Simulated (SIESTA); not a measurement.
Runs of SIESTA 5.4.2 on Sb. It takes space group R-3m (No. 166, trigonal). Conventional cell: a = 4.308 Å, b = 4.308 Å, c = 11.274 Å, α = 90.00°, β = 90.00°, γ = 120.00°. Sb (site symmetry 3m) is surrounded by 3 Sb at 2.91 Å. 

| level | potentials or basis | gap on the mesh (eV) | pressure (GPa) | relaxed volume (Å³/atom) | largest force (eV/Å) |
| --- | --- | --- | --- | --- | --- |
| AM05 | PseudoDojo 0.4 standard (PBEsol files), DZP (energy shift 0.003 Ry; two zetas on semicore shells) | none | 0.0 | (a) | 0.01 |
| PW91 | PseudoDojo 0.4 standard (PBE files), DZP (energy shift 0.003 Ry; two zetas on semicore shells) | none | 0.0 | 32.04 | - |
| LDA | PseudoDojo 0.4 standard (LDA files), DZP (energy shift 0.003 Ry; two zetas on semicore shells) | none | 0.0 | 29.48 | 0.01 |
| RPBE | PseudoDojo 0.4 standard (PBE files), DZP (energy shift 0.003 Ry; two zetas on semicore shells) | none | 0.0 | (b) | - |
| revPBE | PseudoDojo 0.4 standard (PBE files), DZP (energy shift 0.003 Ry; two zetas on semicore shells) | none | 0.0 | 32.76 | - |
| PBEsol | PseudoDojo 0.4 standard (PBEsol files), DZP (energy shift 0.003 Ry; two zetas on semicore shells) | none | 0.0 | 30.14 | 0.01 |
| WC | PseudoDojo 0.4 standard (PBEsol files), DZP (energy shift 0.003 Ry; two zetas on semicore shells) | none | 0.0 | 30.23 | 0.01 |
| PBE | PseudoDojo 0.4 standard (PBE files), DZP (energy shift 0.003 Ry; two zetas on semicore shells) | none | 0.0 | 32.02 | - |

Alike in all rows: task relaxation of cell and atoms; no spin polarisation; cell relaxed; k mesh 8 × 8 × 8; smearing fermi-dirac 0.05 eV; grid cutoff 500 Ry; energy shift 0.003 Ry.

Q: Fill in the values left out.

A: (a) 30.22; (b) 33.08.

Caveats: the basis of atomic orbitals isn't converged, which shifts pressures, moduli and gaps; the potentials were made for another functional, which shifts forces and pressure (some runs).

A k mesh can miss the band edges, and the runs leave out spin-orbit coupling on Sb.

A gap of «none» marks a metal or a gap under the smearing width.
